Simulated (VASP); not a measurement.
# Ni (Fm-3m) in VASP: a series of runs, part 2 of 2

VASP 6.6.1. The steps go on from the part before.

### Step 6. Single point, PBE, collinear spin, ferromagnetic start

INCAR

```
PREC     = Accurate       # precision mode
ENCUT    = 520            # plane-wave cutoff, eV
EDIFF    = 1E-6           # SCF threshold, eV
ISMEAR   = 0              # smearing method
SIGMA    = 0.013000000000000001 # smearing width, eV
LREAL    = False          # projectors in reciprocal space
LASPH    = True           # aspherical terms in the spheres
NELM     = 100            # most SCF steps
ALGO     = Fast           # electronic algorithm
ISIF     = 2              # what is computed and relaxed
LWAVE    = False          # write WAVECAR
LCHARG   = False          # write CHGCAR
ISPIN    = 2              # spin polarisation
MAGMOM   = 1              # initial moments
LORBIT   = 11             # projections on sites
LMAXMIX  = 4              # l up to which the mixer works
GGA      = PE             # functional
```

KPOINTS

```
regular mesh
0
Gamma
  13 13 13
```

POSCAR

```
Ni
1.0
    0.0000000000      1.7375729330      1.7375729330
    1.7375729330      0.0000000000      1.7375729330
    1.7375729330      1.7375729330      0.0000000000
Ni
1
Direct
    0.0000000000      0.0000000000      0.0000000000
```

Potentials or basis: VASP PAW PBE potentials, release 64 (Ni).

On the command line:

```console
$ cat potpaw_PBE.64/Ni/POTCAR > POTCAR
$ mpirun -np 1 vasp_std > vasp.out
```

OUTCAR:

```text
PREC = Accurate
   ENCUT = 520
   EDIFF = 1E-6
   ISMEAR = 0
   LREAL = False
   LASPH = True
   NELM = 100
   ISIF = 2
   ISPIN = 2
   LORBIT = 11
   GGA = PE

 ion  position               nearest neighbor table
   1  0.000  0.000  0.000-

  LATTYP: Found a face centered cubic cell.
 ALAT       =     3.4751458660

  Lattice vectors:

 A1 = (   0.0000000000,   1.7375729330,   1.7375729330)
 A2 = (   1.7375729330,   0.0000000000,   1.7375729330)
 A3 = (   1.7375729330,   1.7375729330,   0.0000000000)

Analysis of symmetry for initial positions (statically):
=====================================================================
 Subroutine PRICEL returns:
 Original cell was already a primitive cell.

 Routine SETGRP: Setting up the symmetry group for a
 face centered cubic supercell.

 Subroutine GETGRP returns: Found 48 space group operations
 (whereof 48 operations were pure point group operations)
 out of a pool of 48 trial point group operations.

The static configuration has the point symmetry O_h .

[... 509 lines left out ...]
      7      33.7807      0.00000
      8      38.0567      0.00000
      9      38.0567      0.00000
     10      38.0567      0.00000
[... 287 lines left out ...]
 k-point    24 :       0.4615    0.1538    0.0000
  band No.  band energies     occupation
      1       5.5884      1.00000
      2       7.3700      1.00000
      3       7.9927      1.00000
      4       8.4287      1.00000
      5      10.0772      0.00000
      6      11.2348      0.00000
      7      18.3253      0.00000
      8      29.1307      0.00000
      9      30.9539      0.00000
     10      33.0937      0.00000

 [... further k-points ...]

------------------------ aborting loop because EDIFF is reached ----------------------------------------

  FORCE on cell =-STRESS in cart. coord.  units (eV):
  Direction    XX          YY          ZZ          XY          YZ          ZX
  --------------------------------------------------------------------------------------
  -------------------------------------------------------------------------------------
  Total        0.5022960      0.5022960      0.5022960      0.0000000      0.0000000     -0.0000000
  in kB       76.7027993     76.7027993     76.7027993      0.0000000      0.0000000     -0.0000000
  external PRESSURE =      76.7027993 kB  Pullay stress =       0.0000000 kB

 VOLUME and BASIS-vectors are now :
 -----------------------------------------------------------------------------
  energy-cutoff  :      520.00
  volume of cell :       10.49
      direct lattice vectors                 reciprocal lattice vectors
     0.000000000  1.737572933  1.737572933    -0.287757705  0.287757705  0.287757705
     1.737572933  0.000000000  1.737572933     0.287757705 -0.287757705  0.287757705
     1.737572933  1.737572933  0.000000000     0.287757705  0.287757705 -0.287757705

 POSITION                                       TOTAL-FORCE (eV/Angst)
 -----------------------------------------------------------------------------------
      0.00000      0.00000      0.00000        -0.000000      0.000000     -0.000000
 -----------------------------------------------------------------------------------
    total drift:                                0.000000     -0.000000     -0.000000

  FREE ENERGIE OF THE ION-ELECTRON SYSTEM (eV)
  ---------------------------------------------------
  free  energy   TOTEN  =        -5.4643782147 eV

  energy  without entropy=       -5.4642126531  energy(sigma->0) =       -5.46429543

 total charge

# of ion       s       p       d       tot
------------------------------------------
    1        0.514   0.531   8.332   9.377

 magnetization (x)

# of ion       s       p       d       tot
------------------------------------------
    1       -0.005  -0.024   0.659   0.629
```

OSZICAR:

```text
N       E                     dE             d eps       ncg     rms          rms(c)
DAV:   1     0.256560048511E+02    0.25656E+02   -0.47380E+03  3506   0.129E+03
DAV:   2    -0.577992339732E+01   -0.31436E+02   -0.29800E+02  3410   0.168E+02
DAV:   3    -0.647363582193E+01   -0.69371E+00   -0.69168E+00  3784   0.304E+01
DAV:   4    -0.647995267347E+01   -0.63169E-02   -0.63158E-02  3634   0.259E+00
DAV:   5    -0.648010706848E+01   -0.15440E-03   -0.15439E-03  3724   0.387E-01    0.102E+01
RMM:   6    -0.575829416049E+01    0.72181E+00   -0.36679E+00  4021   0.306E+01    0.612E+00
RMM:   7    -0.548935289072E+01    0.26894E+00   -0.54770E-01  3953   0.121E+01    0.229E+00
RMM:   8    -0.546686498667E+01    0.22488E-01   -0.11401E-02  4596   0.115E+00    0.989E-01
RMM:   9    -0.546484830915E+01    0.20167E-02   -0.14063E-03  4448   0.444E-01    0.227E-01
RMM:  10    -0.546439450814E+01    0.45380E-03   -0.29065E-04  4357   0.271E-01    0.581E-02
RMM:  11    -0.546437382525E+01    0.20683E-04   -0.10442E-04  4391   0.135E-01    0.323E-02
RMM:  12    -0.546437836126E+01   -0.45360E-05   -0.24598E-05  4405   0.449E-02    0.161E-02
RMM:  13    -0.546437821471E+01    0.14655E-06   -0.47935E-06  3206   0.187E-02
   1 F= -.54643782E+01 E0= -.54642954E+01  d E =-.165562E-03  mag=     0.6218
```

It took 16 s on 1 thread of Intel Xeon Platinum 8259CL at 2.50GHz (Skylake/Cascade Lake), shared host; peak memory 0.13 GiB.

Results:

```yaml
Free_energy: -5.4644 eV
Pressure: 7.7 GPa
Band_gap_on_the_k_mesh: none (metal or under the smearing width)
Net_moment: 0.62 μB per cell
Site_moments: Ni +0.63 μB
Valence_electrons_inside_the_program's_atomic_spheres: Ni 9.38
```

### Step 7. The runs side by side

```csv
task,level,cell,k mesh,cutoff (eV),smearing,ladder,gap on the mesh (eV),pressure (GPa),moment (μB),relaxed volume (Å³/atom)
relaxation of cell and atoms,PBEsol+D3,relaxed,13 × 13 × 13,600,fermi-dirac 0.05 eV,-,none,-0.1,0.62,10.08
relaxation of cell and atoms,PBEsol+D3(BJ),relaxed,13 × 13 × 13,600,fermi-dirac 0.05 eV,-,none,0.0,0.62,10.08
single point,PBE,as given,13 × 13 × 13,520,fermi-dirac 0.05 eV,-,none,8.1,0.62,-
relaxation of cell and atoms,PBE+D3(BJ),relaxed,12 × 12 × 12,600,fermi-dirac 0.05 eV,gaps,none,0.0,0.65,10.52
single point,PBE,as given,13 × 13 × 13,520,gaussian 0.013 eV,-,none,7.7,0.62,-
```

Alike in all rows: potentials or basis VASP PAW PBE potentials, release 64 (Ni); spin collinear, ferromagnetic start.

Caveats: pairwise dispersion overbinds metals, which lowers pressure and volume (some runs); the PAW data sets were made with another functional, which shifts forces and pressure a little (some runs).

Total energies depend on the potentials used, so only differences within one code and one set of settings carry meaning.
